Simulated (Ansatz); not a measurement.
A run of Ansatz 0.2.0 is set up as follows.

File input.yaml:

```yaml
crystal:
  lattice:
    - [0.0, 1.737572933, 1.737572933]
    - [1.737572933, 0.0, 1.737572933]
    - [1.737572933, 1.737572933, 0.0]
  atoms:
    - { symbol: Ni, position: [0.0, 0.0, 0.0], spin: 1.0 }
kpoints:
  mp_grid: { grid: [13, 13, 13] }
  band_path:
    path:
      - [0.0, 0.0, 0.0]
      - [0.5, 0.0, 0.5]
      - [0.5, 0.25, 0.75]
      - [0.375, 0.375, 0.75]
      - [0.0, 0.0, 0.0]
      - [0.5, 0.5, 0.5]
      - [0.625, 0.25, 0.625]
      - [0.5, 0.25, 0.75]
    npoints: 12
scf:
  occupations: { method: fermi_dirac, width: 0.05 }
hamiltonian:
  xc: pbe
  pseudopotentials: { kind: all_electron, lapw: { basis_error: 0.001 } }
magnetization:
  spin_polarized: true
output:
  forces: true
  stress: true
  eigenvalues: true
```

Potentials or basis: all-electron LAPW, scalar-relativistic.

Launch:

```bash
$ ansatz run input.yaml --threads 2 --pin off --max-ram 6144MiB --backend cpu --events-out ev --progress --plain --runs-dir out
```

Estimate the net moment.

0.63 μB per cell.

What does it give for the site moments?

Ni +0.65 μB.

What does it give for the band gap along the path?

None (metal or under the smearing width).

Predict the absolute moment.

0.71 μB per cell.

Levels at the corners of the path, in eV from the Fermi level:
Spin up:
| point | band 6 | band 7 | band 8 | band 9 | band 10 | band 11 | band 12 | band 13 |
| --- | --- | --- | --- | --- | --- | --- | --- | --- |
| Γ | -2.56 | -2.56 | -2.56 | -1.31 | -1.31 | 23.76 | 27.97 | 27.97 |
| X | -4.45 | -0.55 | -0.47 | -0.47 | 2.35 | 9.47 | 15.02 | 15.02 |
| W | -3.26 | -3.26 | -1.38 | -0.47 | 7.84 | 7.84 | 10.13 | 11.39 |
| K | -3.94 | -2.24 | -1.14 | -0.74 | 5.78 | 7.39 | 10.19 | 17.42 |
| Γ | -2.56 | -2.56 | -2.56 | -1.31 | -1.31 | 23.76 | 27.97 | 27.97 |
| L | -2.55 | -2.55 | -0.61 | -0.61 | -0.48 | 5.85 | 22.28 | 25.13 |
| U | -3.94 | -2.24 | -1.14 | -0.74 | 5.78 | 7.39 | 10.19 | 17.42 |
| W | -3.26 | -3.26 | -1.38 | -0.47 | 7.84 | 7.84 | 10.13 | 11.39 |
Spin down:
```tsv
point	band 6	band 7	band 8	band 9	band 10	band 11
Γ	-1.80	-1.80	-1.80	-0.72	-0.72	23.60
X	-3.82	0.06	0.42	0.42	2.31	9.72
W	-2.64	-2.64	-0.82	0.42	8.04	8.04
K	-3.39	-1.62	-0.56	0.13	6.01	7.59
Γ	-1.80	-1.80	-1.80	-0.72	-0.72	23.60
L	-1.93	-1.93	-0.53	0.16	0.16	6.30
U	-3.39	-1.62	-0.56	0.13	6.01	7.59
W	-2.64	-2.64	-0.82	0.42	8.04	8.04
```
